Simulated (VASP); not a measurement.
# MgI2 (strained 1T (CdI2) bulk): a PBE single-point calculation in VASP

INCAR

```
SIGMA = 0.02
PREC = Accurate
ISMEAR = -1
LREAL = .FALSE.
IBRION = -1
NELM = 120
NBANDS = 15
ENCUT = 520
LWAVE = .FALSE.
ISIF = 2
NSW = 0
EDIFF = 1E-7
LCHARG = .FALSE.
GGA = PE
LASPH = .TRUE.
```

KPOINTS

```
KPOINTS created by Atomic Simulation Environment
0
Gamma
12 12 4
0 0 0
```

KPOINTS_OPT

```
special points
6
Reciprocal
0.0000000000 0.0000000000 0.0000000000 1
0.5000000000 0.0000000000 0.0000000000 1
0.3333333333 0.3333333333 0.0000000000 1
0.0000000000 0.0000000000 0.5000000000 1
0.5000000000 0.0000000000 0.5000000000 1
0.3333333333 0.3333333333 0.5000000000 1
```

POSCAR

```
Mg I
 1.0000000000000000
     4.3650737127058568   -0.0000000000288673    0.0000000000000000
    -2.1825368563279279    3.7802647246093617    0.0000000000000000
     0.0000000000000000    0.0000000000000000    6.6616191115000003
 Mg  I
   1   2
Cartesian
 -0.0000000000000000  0.0000000000000000  0.0000000000000000
  0.0000000000166668  2.5201764830632851  1.5956966722727195
  2.1825368563612617  1.2600882415172090  5.0659224392272808
```

VASP ran with the recommended PBE PAW datasets (16 valence electrons in the cell).

Command

```
mpirun -np 1 vasp_std
```

OSZICAR

```
N       E                     dE             d eps       ncg     rms          rms(c)
DAV:   1     0.753787557455E+02    0.75379E+02   -0.56958E+03  2070   0.829E+02
DAV:   2    -0.158919739828E+01   -0.76968E+02   -0.70109E+02  2856   0.131E+02
DAV:   3    -0.773707925131E+01   -0.61479E+01   -0.61205E+01  2819   0.419E+01
DAV:   4    -0.785888083717E+01   -0.12180E+00   -0.12179E+00  2902   0.704E+00
DAV:   5    -0.785999651386E+01   -0.11157E-02   -0.11157E-02  2862   0.633E-01    0.360E+00
DAV:   6    -0.769265851895E+01    0.16734E+00   -0.13708E-01  2336   0.188E+00    0.248E+00
DAV:   7    -0.765840902751E+01    0.34249E-01   -0.12993E-01  2462   0.179E+00    0.837E-01
DAV:   8    -0.765720347105E+01    0.12056E-02   -0.85575E-03  2350   0.525E-01    0.239E-01
DAV:   9    -0.765735215447E+01   -0.14868E-03   -0.10481E-03  2798   0.199E-01    0.724E-02
DAV:  10    -0.765734066633E+01    0.11488E-04   -0.35227E-05  2539   0.380E-02    0.370E-02
DAV:  11    -0.765734917646E+01   -0.85101E-05   -0.14264E-05  2567   0.247E-02    0.877E-03
DAV:  12    -0.765734965587E+01   -0.47941E-06   -0.12690E-06  2770   0.668E-03    0.644E-03
DAV:  13    -0.765735026188E+01   -0.60601E-06   -0.40248E-07  2413   0.389E-03    0.567E-03
DAV:  14    -0.765735008791E+01    0.17398E-06   -0.24802E-08  2064   0.104E-03    0.181E-03
DAV:  15    -0.765735004457E+01    0.43336E-07   -0.62796E-09  1462   0.454E-04
   1 F= -.76573500E+01 E0= -.76573500E+01  d E =-.697678E-11
       N       E                     dE             ncg
DAV:   1     0.275399141318E+04   -0.17913E+04      180
DAV:   2     0.229718891850E+04   -0.45680E+03      237
DAV:   3     0.226273420334E+04   -0.34455E+02      243
DAV:   4     0.226201640678E+04   -0.71780E+00      261
DAV:   5     0.226200572993E+04   -0.10677E-01      215
DAV:   6     0.226200519769E+04   -0.53224E-03      268
DAV:   7     0.226200516716E+04   -0.30526E-04      229
DAV:   8     0.226200516516E+04   -0.20039E-05      205
DAV:   9     0.226200516510E+04   -0.63506E-07      182
```

From OUTCAR

```
k-points           NKPTS =     69   k-points in BZ     NKDIM =     69   number of bands    NBANDS=     15

   NELECT =      16.0000    total number of electrons

   dimension x,y,z NGX =    32 NGY =   32 NGZ =   50
   dimension x,y,z NGXF=    64 NGYF=   64 NGZF=  100

  energy-cutoff  :      520.00
  volume of cell :      109.92
      direct lattice vectors                 reciprocal lattice vectors
     4.365073713 -0.000000000  0.000000000     0.229091206  0.132265869  0.000000000
    -2.182536856  3.780264725  0.000000000     0.000000000  0.264531739  0.000000000
     0.000000000  0.000000000  6.661619112     0.000000000  0.000000000  0.150113656

 k-points in reciprocal lattice and weights: KPOINTS created by Atomic Simulation Env
   0.00000000  0.00000000  0.00000000       0.002
   0.08333333  0.00000000  0.00000000       0.010
   0.16666667  0.00000000  0.00000000       0.010
   0.25000000  0.00000000  0.00000000       0.010
   0.33333333  0.00000000  0.00000000       0.010
   0.41666667  0.00000000  0.00000000       0.010
   0.50000000  0.00000000  0.00000000       0.005
   0.08333333  0.08333333  0.00000000       0.010
   ...

 E-fermi :   2.4052

 k-point     1 :       0.0000    0.0000    0.0000
  band No.  band energies     occupation
      1     -10.1053      2.00000
      2      -9.3781      2.00000
      3      -1.4039      2.00000
      4       1.0240      2.00000
      5       1.0240      2.00000
      6       1.4479      2.00000
      7       1.4479      2.00000
      8       2.0056      2.00000
      9       4.9582      0.00000
     10       6.1841      0.00000
     11       8.0136      0.00000
     12       8.0136      0.00000
     13       9.6574      0.00000
     14       9.6829      0.00000
     15       9.6829      0.00000

 k-point     2 :       0.0833    0.0000    0.0000
  band No.  band energies     occupation
      1     -10.0765      2.00000
      2      -9.3685      2.00000
      3      -1.3633      2.00000
      4       0.7889      2.00000
      5       0.9378      2.00000
      6       1.2393      2.00000
      7       1.4610      2.00000
      8       1.9724      2.00000
      9       5.2483      0.00000
     10       6.4257      0.00000
     11       7.7501      0.00000
     12       8.1167      0.00000
     13       9.4051      0.00000
     14       9.7790      0.00000
     15       9.9093      0.00000

 k-point     3 :       0.1667    0.0000    0.0000
  band No.  band energies     occupation
      1      -9.9945      2.00000
      2      -9.3438      2.00000
      3      -1.2536      2.00000
      4       0.2357      2.00000
      5       0.7481      2.00000
      6       0.8030      2.00000
      7       1.4562      2.00000
      8       1.8650      2.00000
      9       5.7805      0.00000
     10       6.8220      0.00000
     11       7.6123      0.00000
     12       8.3673      0.00000
     13       8.9234      0.00000
     14       9.6781      0.00000
     15       9.9786      0.00000

 k-point     4 :       0.2500    0.0000    0.0000
  band No.  band energies     occupation
      1      -9.8719      2.00000
      2      -9.3159      2.00000
      3      -1.1373      2.00000
      4      -0.3343      2.00000
      5       0.3593      2.00000
      6       0.5408      2.00000
      7       1.4107      2.00000
      8       1.6787      2.00000
      9       5.8448      0.00000
     10       6.9954      0.00000
     11       8.0910      0.00000
     12       8.5701      0.00000
     13       8.7278      0.00000
     14       9.3954      0.00000
     15      10.3262      0.00000

 k-point     5 :       0.3333    0.0000    0.0000
  band No.  band energies     occupation
      1      -9.7303      2.00000
      2      -9.3006      2.00000
      3      -1.2342      2.00000
      4      -0.6100      2.00000
      5       0.0670      2.00000
      6       0.3652      2.00000
      7       1.3467      2.00000
      8       1.4254      2.00000
      9       5.5332      0.00000
     10       7.1027      0.00000
     11       7.8858      0.00000
     12       8.5914      0.00000
     13       9.3463      0.00000
     14       9.8811      0.00000
     15      10.9041      0.00000

 k-point     6 :       0.4167    0.0000    0.0000
  band No.  band energies     occupation
      1      -9.6024      2.00000
      2      -9.3095      2.00000
      3      -1.4894      2.00000
      4      -0.6824      2.00000
      5       0.0583      2.00000
      6       0.2499      2.00000
      7       1.1543      2.00000
      8       1.2945      2.00000
      9       5.2772      0.00000
     10       7.0613      0.00000
     11       7.6245      0.00000
     12       8.5399      0.00000
     13       9.9315      0.00000
     14      10.5789      0.00000
     15      11.2424      0.00000

 k-point     7 :       0.5000    0.0000    0.0000
  band No.  band energies     occupation
      1      -9.5430      2.00000
      2      -9.3244      2.00000
      3      -1.5961      2.00000
      4      -0.7251      2.00000
      5       0.1374      2.00000
      6       0.2099      2.00000
      7       1.0122      2.00000
      8       1.2746      2.00000
      9       5.1849      0.00000
     10       7.0313      0.00000
     11       7.5294      0.00000
     12       8.5140      0.00000
     13      10.1666      0.00000
     14      10.8140      0.00000
     15      11.5530      0.00000

 k-point     8 :       0.0833    0.0833    0.0000
  band No.  band energies     occupation
      1     -10.0212      2.00000
      2      -9.3513      2.00000
      3      -1.2877      2.00000
      4       0.4914      2.00000
      5       0.5901      2.00000
      6       1.1004      2.00000
      7       1.4015      2.00000
      8       1.9025      2.00000
      9       5.6668      0.00000
     10       6.8196      0.00000
     11       7.4535      0.00000
     12       8.3251      0.00000
     13       9.0775      0.00000
     14       9.5663      0.00000
     15      10.3496      0.00000

 k-point     9 :       0.1667    0.0833    0.0000
  band No.  band energies     occupation
      1      -9.9187      2.00000
      2      -9.3249      2.00000
      3      -1.1679      2.00000
      4      -0.0531      2.00000
      5       0.2427      2.00000
      6       0.8458      2.00000
      7       1.3240      2.00000
      8       1.7592      2.00000
      9       6.0032      0.00000
     10       7.1182      0.00000
     11       7.6402      0.00000
     12       8.5919      0.00000
     13       8.7309      0.00000
     14       9.1278      0.00000
     15      10.4272      0.00000

 k-point    10 :       0.2500    0.0833    0.0000
  band No.  band energies     occupation
      1      -9.7858      2.00000
      2      -9.3033      2.00000
      3      -1.1361      2.00000
      4      -0.4945      2.00000
      5       0.0088      2.00000
      6       0.5343      2.00000
      7       1.2448      2.00000
      8       1.5466      2.00000
      9       5.8242      0.00000
     10       7.3109      0.00000
     11       7.9303      0.00000
     12       8.6426      0.00000
     13       8.9130      0.00000
     14       9.1617      0.00000
     15      10.9285      0.00000

 k-point    11 :       0.3333    0.0833    0.0000
  band No.  band energies     occupation
      1      -9.6486      2.00000
      2      -9.3015      2.00000
      3      -1.3567      2.00000
      4      -0.6256      2.00000
      5      -0.0348      2.00000
      6       0.2912      2.00000
      7       1.1616      2.00000
      8       1.2953      2.00000
      9       5.5312      0.00000
     10       7.3337      0.00000
     11       7.6679      0.00000
     12       8.6778      0.00000
     13       9.5640      0.00000
     14       9.8699      0.00000
     15      10.9977      0.00000

 k-point    12 :       0.4167    0.0833    0.0000
  band No.  band energies     occupation
      1      -9.5471      2.00000
      2      -9.3203      2.00000
      3      -1.5494      2.00000
      4      -0.6846      2.00000
      5       0.0750      2.00000
      6       0.1712      2.00000
      7       1.0362      2.00000
      8       1.1535      2.00000
      9       5.3571      0.00000
     10       7.2875      0.00000
     11       7.4824      0.00000
     12       8.6756      0.00000
     13      10.0606      0.00000
     14      10.5277      0.00000
     15      11.2518      0.00000

 k-point    13 :       0.1667    0.1667    0.0000
  band No.  band energies     occupation
      1      -9.8054      2.00000
      2      -9.3048      2.00000
      3      -1.1081      2.00000
      4      -0.2548      2.00000
      5      -0.2404      2.00000
      6       0.7415      2.00000
      7       1.0688      2.00000
      8       1.5915      2.00000
      9       6.0667      0.00000
     10       7.6902      0.00000
     11       7.7784      0.00000
     12       8.5505      0.00000
     13       8.5590      0.00000
     14       8.8560      0.00000
     15      11.0989      0.00000

 ...

  Total       -0.9565437     -0.9565437      0.7081328     -0.0000000     -0.0000000      0.0000000
  in kB      -13.9418954    -13.9418954     10.3212362     -0.0000000     -0.0000000      0.0000000
  external PRESSURE =      -5.8541848 kB  Pullay stress =       0.0000000 kB

 POSITION                                       TOTAL-FORCE (eV/Angst)
 -----------------------------------------------------------------------------------
      0.00000      0.00000      0.00000         0.000000      0.000000      0.000000
      0.00000      2.52018      1.59570         0.000000     -0.000000     -0.012939
      2.18254      1.26009      5.06592        -0.000000      0.000000      0.012939
 -----------------------------------------------------------------------------------
    total drift:                                0.000000     -0.000000     -0.000000

  FREE ENERGIE OF THE ION-ELECTRON SYSTEM (eV)
  ---------------------------------------------------
  free  energy   TOTEN  =        -7.6573500446 eV

  energy  without entropy=       -7.6573500446  energy(sigma->0) =       -7.65735004
```

The gap between bands v and c is 2.95 eV. The least direct gap is 2.95 eV and the pressure is -0.6 GPa. The largest force is 0.01 eV/Å.

Band v is the last that the valence electrons fill when counted band by band, and c is the next.

The run took about 71 s on one core of a shared host (Intel Xeon Platinum 8488C) and held 0.35 GiB at most.
